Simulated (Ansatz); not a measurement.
**WS2 (P6_3/mmc): how the settings move a single-point run**

How sensitive is a single-point run of WS2 (P6_3/mmc) to its settings? A reference run comes first, then three runs with altered input.

The COD entry's cell or inner coordinates are ideal or old and differ from later refinements, so a difference from it is no clean test against experiment.

Method: reference: DFT PBE, scalar-relativistic, plane waves, PAW, in Ansatz 0.2.0.

1 further run of the same task is left out (for a known fault of the program). Runs told in other sessions of the task aren't counted.

## Step 1: The starting structure

The structure is hexagonal, space group P6_3/mmc (No. 194). The conventional cell has a = 3.188 Å, b = 3.188 Å, c = 14.857 Å, α = 90.00°, β = 90.00°, γ = 120.00°. W (site symmetry -6m2) has 6 S at 2.42 Å in its first shell of neighbours. S (site symmetry 3m) is surrounded by 3 W at 2.42 Å.

As a file:

```cif
data_structure
_symmetry_space_group_name_H-M 'P6_3/mmc'
_symmetry_Int_Tables_number 194
_cell_length_a 3.1878
_cell_length_b 3.1878
_cell_length_c 14.8571
_cell_angle_alpha 90.000
_cell_angle_beta 90.000
_cell_angle_gamma 120.000
_cell_volume 130.75
loop_
_atom_site_label
_atom_site_type_symbol
_atom_site_symmetry_multiplicity
_atom_site_Wyckoff_symbol
_atom_site_fract_x
_atom_site_fract_y
_atom_site_fract_z
_atom_site_occupancy
W1 W 2 c 0.33333 0.66667 0.25000 1
S1 S 4 f 0.33333 0.66667 0.64426 1
```

## Step 2: The reference run

File input.yaml:

```yaml
crystal:
  lattice:
    - [3.1878273111, 1.0e-10, 0.0]
    - [-1.5939136556, 2.7607394343, 0.0]
    - [0.0, 0.0, 14.8571278143]
  atoms:
    - { symbol: W, position: [0.3333333333, 0.6666666667, 0.25], spin: 0.05 }
    - { symbol: W, position: [0.6666666667, 0.3333333333, 0.75], spin: 0.05 }
    - { symbol: S, position: [0.3333333333, 0.6666666667, 0.6442570267] }
    - { symbol: S, position: [0.6666666667, 0.3333333333, 0.1442570267] }
    - { symbol: S, position: [0.3333333333, 0.6666666667, 0.8557429733] }
    - { symbol: S, position: [0.6666666667, 0.3333333333, 0.3557429733] }
basis:
  ecutwfc: 420
  ecutrho_ratio: 4
kpoints:
  mp_grid: { grid: [10, 10, 2] }
  band_path:
    path:
      - [[0.0, 0.0, 0.0], [0.5, 0.0, 0.0], [0.33333333, 0.33333333, 0.0], [0.0, 0.0, 0.0], [0.0, 0.0, 0.5], [0.5, 0.0, 0.5], [0.33333333, 0.33333333, 0.5], [0.0, 0.0, 0.5]]
      - [[0.5, 0.0, 0.5], [0.5, 0.0, 0.0]]
      - [[0.33333333, 0.33333333, 0.5], [0.33333333, 0.33333333, 0.0]]
    npoints: 14
hamiltonian:
  xc: pbe
scf:
  occupations: { method: gaussian, width: 0.05 }
  lower_state_search: "off"
  n_extra_bands: 20
output:
  forces: true
  stress: true
  eigenvalues: true
  populations: true
  dos: { projected: true, de: 0.02, nscf_kmesh: { grid: [15, 15, 3] } }
  bader: true
  write_density: true
  write_potential: true
  elf: true
  volumetric_format: npy
magnetization:
  spin_polarized: true
checkpoint:
  read: start.run
  write: ck
  compress: false
  write_wavefunctions: false
  write_every: 100000
```

The run is started by

```console
ansatz run input.yaml --threads 4 --pin off --max-ram 7168MiB --backend cpu --events-out ev --progress --plain --runs-dir out
```

## Step 3: Changed: occupations.method tetrahedron_uncorrected, mixing.algorithm broyden, mixing.beta 0.9, mixing.ndim 16, width left out, lower_state_search left out

File input.yaml:

```yaml
crystal:
  lattice:
    - [3.187827311134, 7.88674979471e-11, 0.0]
    - [-1.593913655635, 2.760739434281, 0.0]
    - [0.0, 0.0, 14.8571278143]
  atoms:
    - { symbol: W, position: [0.3333333333333, 0.6666666666667, 0.25], spin: 2.0 }
    - { symbol: W, position: [0.6666666666667, 0.3333333333333, 0.75], spin: 2.0 }
    - { symbol: S, position: [0.3333333333333, 0.6666666666667, 0.6442570267] }
    - { symbol: S, position: [0.6666666666667, 0.3333333333333, 0.1442570267] }
    - { symbol: S, position: [0.3333333333333, 0.6666666666667, 0.8557429733] }
    - { symbol: S, position: [0.6666666666667, 0.3333333333333, 0.3557429733] }
basis:
  ecutwfc: 420
  ecutrho_ratio: 4
kpoints:
  mp_grid: { grid: [10, 10, 2] }
hamiltonian:
  xc: pbe
scf:
  occupations: { method: tetrahedron_uncorrected }
  mixing: { algorithm: broyden, beta: 0.9, ndim: 16 }
output:
  forces: true
  stress: true
  write_density: true
  write_potential: true
  elf: true
  volumetric_format: npy
magnetization:
  spin_polarized: true
```

## Step 4: The same system, input altered

File input.yaml:

```yaml
crystal:
  lattice:
    - [3.187827311134, 7.88674979471e-11, 0.0]
    - [-1.593913655635, 2.760739434281, 0.0]
    - [0.0, 0.0, 14.8571278143]
  atoms:
    - { symbol: W, position: [0.3333333333333, 0.6666666666667, 0.25], spin: 2.0 }
    - { symbol: W, position: [0.6666666666667, 0.3333333333333, 0.75], spin: 2.0 }
    - { symbol: S, position: [0.3333333333333, 0.6666666666667, 0.6442570267] }
    - { symbol: S, position: [0.6666666666667, 0.3333333333333, 0.1442570267] }
    - { symbol: S, position: [0.3333333333333, 0.6666666666667, 0.8557429733] }
    - { symbol: S, position: [0.6666666666667, 0.3333333333333, 0.3557429733] }
basis:
  ecutwfc: 420
  ecutrho_ratio: 4
kpoints:
  mp_grid: { grid: [10, 10, 2] }
hamiltonian:
  xc: pbe
scf:
  occupations: { method: gaussian, width: 0.05 }
  convergence: { dr2_threshold: 0.0001 }
output:
  forces: true
  stress: true
magnetization:
  spin_polarized: true
```

## Step 6: Variant: ecutwfc 500 eV, mixing.algorithm anderson, mixing.beta 0.1, mixing.ndim 2, lower_state_search left out

File input.yaml:

```yaml
crystal:
  lattice:
    - [3.187827311134, 7.88674979471e-11, 0.0]
    - [-1.593913655635, 2.760739434281, 0.0]
    - [0.0, 0.0, 14.8571278143]
  atoms:
    - { symbol: W, position: [0.3333333333333, 0.6666666666667, 0.25], spin: 2.0 }
    - { symbol: W, position: [0.6666666666667, 0.3333333333333, 0.75], spin: 2.0 }
    - { symbol: S, position: [0.3333333333333, 0.6666666666667, 0.6442570267] }
    - { symbol: S, position: [0.6666666666667, 0.3333333333333, 0.1442570267] }
    - { symbol: S, position: [0.3333333333333, 0.6666666666667, 0.8557429733] }
    - { symbol: S, position: [0.6666666666667, 0.3333333333333, 0.3557429733] }
basis:
  ecutwfc: "500 eV"
  ecutrho_ratio: 4
kpoints:
  mp_grid: { grid: [10, 10, 2] }
hamiltonian:
  xc: pbe
scf:
  occupations: { method: gaussian, width: 0.05 }
  mixing: { algorithm: anderson, beta: 0.1, ndim: 2 }
output:
  forces: true
  stress: true
  write_density: true
  write_potential: true
  elf: true
  volumetric_format: npy
magnetization:
  spin_polarized: true
```

(Steps that only read results are left out.)

**Question.** What will these runs give? Wanted: for each run, ending; energy change; pressure; gap; force.

As calculated:

```
                                                                                                                                                  run     ending       energy change  pressure (GPa)  gap (eV)  force (eV/Å)  cycles   time
                                                                                                                                            reference  converged                   0             0.0      1.78          0.00       -   18 s
1: occupations.method tetrahedron_uncorrected, mixing.algorithm broyden, mixing.beta 0.9, mixing.ndim 16, width left out, lower_state_search left out  converged  0.0 meV/atom (σ→0)             0.0      1.78          0.00      12  3.3 s
                                                                                                 2: dr2_threshold 0.0001, lower_state_search left out  converged        0.0 meV/atom             0.0      1.78          0.00      11  2.5 s
                                            3: ecutwfc 500 eV, mixing.algorithm anderson, mixing.beta 0.1, mixing.ndim 2, lower_state_search left out  converged       -0.5 meV/atom             0.0      1.78          0.00      50  9.8 s
```

Times don't compare one to one where runs were asked for different outputs or read a saved state (see the inputs); cycles may leave out searches for a lower state.

Residual by cycle in the longest SCF loop of each run; runs are numbered as in the table. The quantity is the density residual dr2, in eV.

```
cycle  reference   run 1    run 2    run 3
    1     3.8e-9    2.69     2.76     2.76
    5          -  6.4e-4  0.00252   0.0855
   10          -  3.5e-8   2.2e-8  0.00692
   14          -       -        -   8.5e-4
   19          -       -        -   1.5e-4
   23          -       -        -   2.8e-5
   28          -       -        -   1.3e-5
   32          -       -        -   4.3e-6
   37          -       -        -   1.4e-6
   41          -       -        -   5.4e-7
   46          -       -        -   1.4e-7
   50          -       -        -   6.3e-9
```

**Reading.** The gap of the reference lacks spin-orbit coupling, though the cell holds W.

The gaps are Kohn-Sham values of a semilocal functional, not quasiparticle or optical gaps. Such gaps usually fall short of the measured ones.
